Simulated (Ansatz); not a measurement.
**BAs: band gap under strain**

Aim: follow the gap of BAs in the zincblende structure through these states: -2.0 % biaxial strain in the (111) plane, free along [111]; -1.0 % biaxial strain in the (111) plane, free along [111]; +1.0 % biaxial strain in the (111) plane, free along [111]. The table at the end shows which levels were run.

The runs shown are made with Ansatz 0.2.0. PAW datasets, plane waves. (Simulation; spin polarisation is off.)

## Step 1: The cell

The unstrained cell was relaxed with r2SCAN; in each strained cell the atoms were relaxed again with r2SCAN. Names of k-points are those of the unstrained zone, where strain can split equivalent points. First state: -2.0 % biaxial strain in the (111) plane, free along [111].

Space group R3m (No. 160), trigonal; conventional cell a = 3.315 Å, c = 8.322 Å, 13.20 Å³ an atom. Near B stand 4 As at 2.04–2.07 Å; near As stand 4 B at 2.04–2.07 Å.

Structure file:

Space group R3m:H (No. 160). a = 3.315 Å, b = 3.315 Å, c = 8.322 Å, α = 90.00°, β = 90.00°, γ = 120.00°
```tsv
atom	site	symmetry	x	y	z
B	3a	3m	0.6667	0.3333	0.3326
As	3a	3m	0.6667	0.3333	0.0840
```

From earlier runs on the unstrained cell: PBE 1.19 eV, r2SCAN 1.39 eV, HSE06 1.83 eV, r2SCAN+SOC 1.31 eV, G0W0 1.91 eV (on its mesh); a = 4.784 Å.

## Step 2: -2.0 % biaxial strain in the (111) plane, free along [111]: PBE

input.yaml reads:

```yaml
crystal:
  lattice:
    - [0.0389016854, 2.3829319374, 2.3829319374]
    - [2.3829319374, 0.0389016854, 2.3829319374]
    - [2.3829319374, 2.3829319374, 0.0389016854]
  atoms:
    - { symbol: B, position: [0.0007143549, 0.0007143549, 0.0007143549] }
    - { symbol: As, position: [0.2492856451, 0.2492856451, 0.2492856451] }
kpoints:
  mp_grid: { grid: [10, 10, 10] }
  band_path:
    path:
      - [0.0, 0.0, 0.0]
      - [-0.5, -0.5, 0.0]
      - [-0.375, -0.375, 0.25]
      - [-0.375, 0.0, 0.375]
      - [0.0, 0.0, 0.5]
      - [-0.5, -0.25, 0.25]
      - [-0.001302, 0.40625, 0.40625]
    npoints: 1
hamiltonian:
  xc: pbe
scf:
  occupations: { method: fermi_dirac, width: 0.02 }
  n_extra_bands: 4
output:
  forces: true
  stress: true
  eigenvalues: true
```

Run with:

```console
$ ansatz run input.yaml --threads 2 --pin off --max-ram 29491MiB --backend cpu --events-out ev --progress --plain --runs-dir out
```

The runs that follow: -2.0 % biaxial strain in the (111) plane, free along [111]: r2SCAN; -2.0 % biaxial strain in the (111) plane, free along [111]: HSE06; -2.0 % biaxial strain in the (111) plane, free along [111]: r2SCAN+SOC; -2.0 % biaxial strain in the (111) plane, free along [111]: r2SCAN; -2.0 % biaxial strain in the (111) plane, free along [111]: G0W0@PBE; -1.0 % biaxial strain in the (111) plane, free along [111]: PBE; -1.0 % biaxial strain in the (111) plane, free along [111]: r2SCAN; -1.0 % biaxial strain in the (111) plane, free along [111]: HSE06; -1.0 % biaxial strain in the (111) plane, free along [111]: r2SCAN+SOC; -1.0 % biaxial strain in the (111) plane, free along [111]: r2SCAN; -1.0 % biaxial strain in the (111) plane, free along [111]: G0W0@PBE; +1.0 % biaxial strain in the (111) plane, free along [111]: PBE; +1.0 % biaxial strain in the (111) plane, free along [111]: r2SCAN; +1.0 % biaxial strain in the (111) plane, free along [111]: HSE06; +1.0 % biaxial strain in the (111) plane, free along [111]: r2SCAN+SOC; +1.0 % biaxial strain in the (111) plane, free along [111]: r2SCAN; +1.0 % biaxial strain in the (111) plane, free along [111]: G0W0@PBE.

Before running it: what results should come out?

**Answer**, as computed:

Least gap in eV (negative: overlap), with the change from the unstrained cell in brackets. G0W0 is on its own coarse mesh.

| state | volume change (%) | PBE | r2SCAN | HSE06 | G0W0 |
| --- | --- | --- | --- | --- | --- |
| -2.0 % biaxial strain in the (111) plane, free along [111] | -3.5 | 1.05 (-0.14) | 1.26 (-0.13) | 1.70 (-0.13) | 1.75 (-0.16) |
| -1.0 % biaxial strain in the (111) plane, free along [111] | -1.8 | 1.13 (-0.06) | 1.33 (-0.06) | 1.78 (-0.05) | 1.86 (-0.05) |
| +1.0 % biaxial strain in the (111) plane, free along [111] | +1.8 | 1.15 (-0.04) | 1.34 (-0.05) | 1.79 (-0.04) | 1.87 (-0.04) |

In words: With HSE06, of the states in the table -2.0 % biaxial strain in the (111) plane, free along [111] shifts the gap most, by -0.136 eV. PBE and HSE06 differ by 0.64 eV on the unstrained gap, and by at most 0.00 eV on its change: PBE follows the response to strain far better than the gap itself. The G0W0 figures hold for the stated bands, cutoff and mesh and aren't extrapolated.
